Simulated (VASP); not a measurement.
# Hg (C2/m) in VASP: notebook, part 2 of 2

VASP 6.6.1.

## 4. Single point, r2SCAN

Input file INCAR:

```
SYSTEM = Hg
PREC = Accurate
ENCUT = 650
EDIFF = 1E-6
ISMEAR = 0
SIGMA = 0.1
LREAL = .FALSE.
LASPH = .TRUE.
NELM = 100
ALGO = Normal
ISIF = 2
LWAVE = .FALSE.
LCHARG = .FALSE.
METAGGA = R2SCAN
LMIXTAU = .TRUE.
NBANDS = 12
ADDGRID = .FALSE.
```

Input file KPOINTS:

```
Automatic mesh
0
G
  4 4 4
  0 0 0
```

Input file POSCAR:

```
Hg
1.0
    2.1243184923     -2.6725824964      0.0000000000
    2.1243184923      2.6725824964      0.0000000000
   -2.1151288124      0.0000000000      2.8921990043
Hg
1
Direct
    0.0000000000      0.0000000000      0.0000000000
```

Potentials or basis: VASP PAW PBE potentials, release 64 (Hg).

Run with:

```bash
cat potpaw_PBE.64/Hg/POTCAR > POTCAR
mpirun -np 1 vasp_std > vasp.out
```

OUTCAR:

```text
SYSTEM = Hg
   PREC = Accurate
   ENCUT = 650
   EDIFF = 1E-6
   ISMEAR = 0
   LREAL = .FALSE.
   LASPH = .TRUE.
   NELM = 100
   ISIF = 2
   METAGGA = R2SCAN

 Found     24 irreducible k-points:

 Following reciprocal coordinates:
            Coordinates               Weight
  0.000000  0.000000  0.000000      1.000000
  0.250000  0.000000  0.000000      4.000000
  0.500000  0.000000  0.000000      2.000000
  0.250000  0.250000  0.000000      2.000000
  0.500000  0.250000  0.000000      4.000000
 -0.250000  0.250000  0.000000      2.000000
   k-points           NKPTS =     24   k-points in BZ     NKDIM =     24   number of bands    NBANDS=     12
   number of dos      NEDOS =    301   number of ions     NIONS =      1
   total plane-waves  NPLWV =  23520
   dimension x,y,z NGX =    28 NGY =   28 NGZ =   30
   dimension x,y,z NGXF=    56 NGYF=   56 NGZF=   60
   ions per type =               1
   NGX,Y,Z   is equivalent  to a cutoff of  13.63, 13.63, 13.92 a.u.
   NGXF,Y,Z  is equivalent  to a cutoff of  27.27, 27.27, 27.84 a.u.
 SYSTEM =  Hg
   PREC   = accura    normal or accurate (medium, high low for compatibility)
   ISTART =      0    job   : 0-new  1-cont  2-samecut
   ICHARG =      2    charge: 1-file 2-atom 10-const
   ISPIN  =      1    spin polarized calculation?
   LNONCOLLINEAR =      F non collinear calculations
   LSORBIT =      F    spin-orbit coupling
   LASPH  =      T    aspherical Exc in radial PAW
   ENCUT  =  650.0 eV  47.77 Ry    6.91 a.u.   7.10  7.10  7.45*2*pi/ulx,y,z
   NELM   =    100;   NELMIN=  2; NELMDL= -5     # of ELM steps
   EDIFF  = 0.1E-05   stopping-criterion for ELM
   LREAL  =      F    real-space projection
   EDIFFG = 0.1E-04   stopping-criterion for IOM
   NSW    =      0    number of steps for IOM
   IBRION =     -1    ionic relax: 0-MD 1-quasi-New 2-CG
   NFREE  =      0    steps in history (QN), initial steepest desc. (CG)
   ISIF   =      2    stress and relaxation
   ISYM   =      2    0-nonsym 1-usesym 2-fastsym
   POTIM  = 0.5000    time-step for ionic-motion
   TEBEG  =    0.0;   TEEND  =   0.0 temperature during run
   PSTRESS=    0.0 pullay stress
   NELECT =      12.0000    total number of electrons
   NUPDOWN=      -1.0000    fix difference up-down
   EMIN   =  10.00;   EMAX   =-10.00  energy-range for DOS
   EFERMI =   0.00;   METHOD = LEGACY
   ISMEAR =     0;   SIGMA  =   0.10  broadening in eV -4-tet -1-fermi 0-gaus
   EFERMI_NEDOS =   21; number of points for ismear=-14 and -15
   IALGO  =     38    algorithm
   IMIX   =      4    mixing-type and parameters
     AMIX     =   0.40;   BMIX     =  1.00
     AMIX_MAG =   1.60;   BMIX_MAG =  1.00
  volume/ion in A,a.u.               =      32.84       221.62
  Fermi-wavevector in a.u.,A,eV,Ry     =   1.170395  2.211725 18.637577  1.369823
  Thomas-Fermi vector in A             =   2.306854
   LORBIT       =      0    0 simple, 1 ext, 2 COOP (PROOUT), +10 PAW based schemes
   METAGGA = R2SCAN    functional components
   LHFCALC =     F    Hartree Fock is set to
   AEXX    =    0.0000 exact exchange contribution
   IVDW    =     0    specifies the selected vdW correction
   LEPSILON=     F    determine dielectric tensor
   LRPA    =     F    only Hartree local field effects (RPA)
 non-spin polarized calculation
 Gauss-broadening in eV      SIGMA  =   0.10
  energy-cutoff  :      650.00
  volume of cell :       32.84
 maximum number of plane-waves:      1260
   NGX = 15   NGY = 15   NGZ = 15

 number of electron      12.0000000 magnetization

 Free energy of the ion-electron system (eV)
  ---------------------------------------------------
  ext. energy  EPLUGINS =         0.00000000
  ---------------------------------------------------
  free energy    TOTEN  =       -49.29965651 eV

  energy without entropy =      -49.29657248  energy(sigma->0) =      -49.29811450

 E-fermi :   0.2785     XC(G=0):  -9.5713

 val. band max:       -0.0386937309   @ k =   0.5000   0.5000   0.2500
 cond. band min:       0.3318872489   @ k =   0.5000   0.0000   0.0000
 fundamental gap:      0.3705809798
 Fermi energy:         0.2785223781

 k-point     1 :       0.0000    0.0000    0.0000
  band No.  band energies     occupation
      1      -6.4771      2.00000
      2      -6.3047      2.00000
      3      -6.0843      2.00000
      4      -6.0606      2.00000
      5      -5.7494      2.00000
      6      -5.6273      2.00000
      7      12.6036      0.00000
      8      12.8108      0.00000
      9      13.2486      0.00000
     10      14.6306      0.00000
     11      14.8751      0.00000
     12      17.0385      0.00000

 k-point     2 :       0.2500    0.0000    0.0000
  band No.  band energies     occupation
      1      -6.3503      2.00000
      2      -6.2044      2.00000
      3      -5.7882      2.00000
      4      -5.7759      2.00000
      5      -5.6719      2.00000
      6      -4.9980      2.00000
      7       6.1521      0.00000
      8      10.2371      0.00000
      9      11.7440      0.00000
     10      13.3387      0.00000
     11      15.2538      0.00000
     12      15.5591      0.00000

 k-point     3 :       0.5000    0.0000    0.0000
  band No.  band energies     occupation
      1      -6.4799      2.00000
      2      -6.3354      2.00000
      3      -5.7986      2.00000
      4      -5.6497      2.00000
      5      -5.3754      2.00000
      6      -1.6356      2.00000
      7       0.3319      0.45043
      8       8.5625      0.00000
      9      10.6196      0.00000
     10      12.7872      0.00000
     11      14.7450      0.00000
     12      17.1421      0.00000

 k-point     4 :       0.2500    0.2500    0.0000
  band No.  band energies     occupation
      1      -6.2617      2.00000
      2      -6.1001      2.00000
      3      -5.8572      2.00000
      4      -5.7664      2.00000
      5      -5.6673      2.00000
      6      -2.6508      2.00000
      7       3.5525      0.00000
      8       5.3650      0.00000
      9       8.9779      0.00000
     10      15.3191      0.00000
     11      15.3423      0.00000
     12      17.2528      0.00000

 k-point     5 :       0.5000    0.2500    0.0000
  band No.  band energies     occupation
      1      -6.3217      2.00000
      2      -6.1463      2.00000
      3      -5.8180      2.00000
      4      -5.7746      2.00000
      5      -5.5449      2.00000
      6      -1.9655      2.00000
      7       2.7626      0.00000
      8       5.6209      0.00000
      9       8.6621      0.00000
     10      13.7972      0.00000
     11      15.1667      0.00000
     12      18.1094      0.00000

 k-point     6 :      -0.2500    0.2500    0.0000
  band No.  band energies     occupation
      1      -6.2260      2.00000
      2      -6.1917      2.00000
      3      -5.8216      2.00000
      4      -5.7527      2.00000
      5      -5.7272      2.00000
      6      -4.8121      2.00000
      7       7.5610      0.00000
      8       9.5495      0.00000
      9      10.2603      0.00000
     10      12.4133      0.00000
     11      13.4682      0.00000
     12      15.9044      0.00000

 [... further k-points ...]

------------------------ aborting loop because EDIFF is reached ----------------------------------------

  FORCE on cell =-STRESS in cart. coord.  units (eV):
  Direction    XX          YY          ZZ          XY          YZ          ZX
  --------------------------------------------------------------------------------------
  -------------------------------------------------------------------------------------
  Total       -0.1890580     -0.0696455     -0.4582831      0.0000000      0.0000000     -0.0005040
  in kB       -9.2235208     -3.3977753    -22.3581311      0.0000000      0.0000000     -0.0245888
  external PRESSURE =     -11.6598091 kB  Pullay stress =       0.0000000 kB

 VOLUME and BASIS-vectors are now :
 -----------------------------------------------------------------------------
  energy-cutoff  :      650.00
  volume of cell :       32.84
      direct lattice vectors                 reciprocal lattice vectors
     2.124318492 -2.672582496  0.000000000     0.235369603 -0.187084964  0.172130973
     2.124318492  2.672582496  0.000000000     0.235369603  0.187084964  0.172130973
    -2.115128812  0.000000000  2.892199004     0.000000000  0.000000000  0.345757674

 POSITION                                       TOTAL-FORCE (eV/Angst)
 -----------------------------------------------------------------------------------
      0.00000      0.00000      0.00000         0.000000      0.000000      0.000000
 -----------------------------------------------------------------------------------
    total drift:                                0.000000      0.000000     -0.000000

  FREE ENERGIE OF THE ION-ELECTRON SYSTEM (eV)
  ---------------------------------------------------
  free  energy   TOTEN  =       -49.2996565085 eV

  energy  without entropy=      -49.2965724815  energy(sigma->0) =      -49.29811450
```

OSZICAR:

```text
N       E                     dE             d eps       ncg     rms          rms(c)
DAV:   1     0.291904412045E+02    0.29190E+02   -0.71487E+03   608   0.111E+03
DAV:   2    -0.515944288326E+02   -0.80785E+02   -0.74069E+02   620   0.231E+02
DAV:   3    -0.532300031686E+02   -0.16356E+01   -0.16344E+01   704   0.373E+01
DAV:   4    -0.532321610526E+02   -0.21579E-02   -0.21579E-02   644   0.143E+00
DAV:   5    -0.532321654022E+02   -0.43497E-05   -0.43496E-05   692   0.600E-02    0.165E+00
DAV:   6    -0.492547955611E+02    0.39774E+01   -0.21758E+00   584   0.174E+01    0.403E+00
DAV:   7    -0.493000855300E+02   -0.45290E-01   -0.55471E-02   652   0.295E+00    0.240E+00
DAV:   8    -0.492801599474E+02    0.19926E-01   -0.88785E-02   584   0.321E+00    0.409E-01
DAV:   9    -0.492881123852E+02   -0.79524E-02   -0.28170E-02   584   0.157E+00    0.131E-01
DAV:  10    -0.492935123478E+02   -0.54000E-02   -0.27351E-03   584   0.401E-01    0.326E-01
DAV:  11    -0.492995697983E+02   -0.60575E-02   -0.52797E-03   584   0.790E-01    0.567E-02
DAV:  12    -0.492996323265E+02   -0.62528E-04   -0.66694E-05   636   0.753E-02    0.532E-03
DAV:  13    -0.492996543427E+02   -0.22016E-04   -0.14189E-05   612   0.350E-02    0.358E-03
DAV:  14    -0.492996561767E+02   -0.18340E-05   -0.31076E-06   604   0.232E-02    0.292E-03
DAV:  15    -0.492996565085E+02   -0.33185E-06   -0.64146E-07   612   0.938E-03
   1 F= -.49299657E+02 E0= -.49298114E+02  d E =-.308403E-02
```

stdout:

```text
POSCAR found type information on POSCAR Hg
 POSCAR found :  1 types and       1 ions
 scaLAPACK will be used
 -----------------------------------------------------------------------------
|                                                                             |
|                                                                             |
|     You enforced a specific xc type in the INCAR file but a different       |
|     I HOPE YOU KNOW WHAT YOU ARE DOING!                                     |
|                                                                             |
 -----------------------------------------------------------------------------

 LDA part: xc-table for (None), standard interpolation
 POSCAR, INCAR and KPOINTS ok, starting setup
 FFT: planning ... GRIDC
 FFT: planning ... GRID_SOFT
 FFT: planning ... GRID
 WAVECAR not read
 entering main loop
```

It took 45 s on 1 thread of Intel Xeon Platinum 8259CL at 2.50GHz (Skylake/Cascade Lake), shared host; peak memory 0.17 GiB.

The run converged, but some of its settings lie outside the range that counts as converged, so its numbers aren't taken as properties of the crystal.

Results:

- Free energy: -49.2997 eV
- Pressure: -1.2 GPa
- Band gap on the k mesh: none (metal or under the smearing width)

Caveat: the k mesh is coarse (spacing up to 0.54 Å⁻¹), so the values aren't converged; the PAW data sets were made with another functional, which shifts forces and pressure a little.

## 5. For comparison

An earlier run on the cell as given: functional PBE; potentials or basis VASP PAW PBE potentials, release 64 (Hg); cutoff 520 eV; k mesh 9 × 9 × 9; occupations fermi-dirac, width 0.05 eV; no spin polarisation.

- Pressure: -0.5 GPa
- Band gap on the k mesh: none (metal or under the smearing width)
